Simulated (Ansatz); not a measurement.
# Ta2N under changes of volume

One of the cells (13.622 Å³/atom); the others are scaled copies at fixed shape and fractional positions:

```xyz
3
Lattice="3.1129 0.0000 0.0000 -1.5564 2.6958 0.0000 0.0000 0.0000 4.8698" Properties=species:S:1:pos:R:3 pbc="T T T"
Ta    0.0000    1.7972    1.2404
Ta    1.5564    0.8986    3.6294
N     0.0000    0.0000    0.0000
```

The cell comes from a database or a generator and needn't be the stable form of this composition.

- Program: Ansatz 0.2.0
- Functional: PBEsol
- Potentials or basis: Ansatz PAW polarizable
- Cutoff: 420 eV (not typed: the program's choice for these potentials)
- k mesh: 10 × 10 × 6
- Occupations: gaussian, width 0.1 eV
- Spin: no spin polarisation
- Hubbard terms: Ta d U = 2 eV

```csv
volume (Å³/atom),energy over the lowest point (meV/atom),pressure (GPa),largest force (eV/Å)
12.805,2.81,5.0,0.036
13.077,0.00,-1.6,0.096
13.350,7.79,-7.5,0.217
13.622,25.07,-12.7,0.327
13.895,50.83,-17.4,0.427
14.167,?,?,?
14.439,124.30,-25.4,0.600
```

Task: What does the run at 14.167 Å³/atom give?

Result: Energy over the lowest point 84.18 meV/atom; pressure -21.7 GPa; largest force 0.518 eV/Å.

Worked out: A Birch-Murnaghan fit of order 3 (a polynomial in V^(-2/3)) to the other rows has its minimum at 13.01 Å³/atom with B0 = V·E''(V) = 305 GPa and B' = 4.3 at fixed shape and positions, which overstates the stiffness. It gives 84.17 meV/atom at 14.167 Å³/atom, against the run's 84.18, and -dE/dV = -21.7 GPa, against -21.7.

Energies are extrapolated to zero smearing.

Caveats: U without spin polarisation on a metal has little footing; the PAW data sets come from PBE, with cores solved anew for the run's functional, which leaves a small shift of forces and pressure.
